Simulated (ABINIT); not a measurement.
The system is NaCl.

```
CELL_PARAMETERS angstrom
3.50219 0.00000 0.00000
0.00000 3.50219 0.00000
0.00000 0.00000 3.50219
ATOMIC_POSITIONS crystal
Cl 0.50000 0.50000 0.50000
Na 0.00000 0.00000 0.00000
```

Measurements of this composition are mostly on another form, of space group No. 225.

Program: ABINIT 10.8.3 (patched build). Alike in all runs: no spin polarisation; cell as given; smearing fermi-dirac 0.05 eV.

**Question.** Order these runs on this cell by their pressure, lowest first.
A. level r2SCAN; potentials or basis JTH PAW PBE v2.0; k mesh 6 × 6 × 6; cutoff (eV) 1469; fine-grid cutoff 2204.12 eV
B. level LDA-PZ; potentials or basis JTH PAW LDA v2.0; k mesh 8 × 8 × 8; cutoff (eV) 1225; fine-grid cutoff 1836.77 eV
C. level RPBE; potentials or basis JTH PAW PBE v2.0; k mesh 8 × 8 × 8; cutoff (eV) 1225; fine-grid cutoff 1836.77 eV

**Answer.** B (-3.1 GPa), A (-0.9 GPa), C (1.9 GPa).

Caveats: the PAW data sets were made with another functional, which shifts forces and pressure a little (some runs).

Runs at the PBE level aren't shown here.
